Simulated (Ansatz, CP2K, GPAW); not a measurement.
**Ca: 3 runs at one level of theory**

```
Ca
1.0
     3.81429    0.00000    0.00000
    -1.28541    3.59117    0.00000
    -1.26444   -1.79558    3.11863
Ca
1
Direct
  0.50000 0.50000 0.00000
```

This isn't the form of Ca at room conditions, which is fcc.

Alike in all runs: task single point; functional LDA; k mesh 9 × 9 × 9; occupations gaussian, width 0.1 eV; no spin polarisation; no spin-orbit coupling. LDA stands for any of its common fits. Pressure is positive in compression and, in plane waves, holds the error of the finite cutoff.

```csv
program and potentials,plane-wave cutoff (eV),notes,pressure (GPa)
"GPAW, the program's PAW data sets (release 1.2.1) made for this functional",600,-,?
"CP2K, GTH_POTENTIALS Ca GTH-PADE-q10; TZVP-MOLOPT-PBE-GTH basis",-,atomic basis,-1.70
"Ansatz, all-electron LAPW, scalar-relativistic",-,-,-1.90
```

**Question.** Estimate from the other rows what the run with GPAW, the program's PAW data sets (release 1.2.1) made for this functional gave.

**Answer.** Pressure -1.83 GPa. The other rows, which needn't bracket it: pressure -1.90 to -1.70.
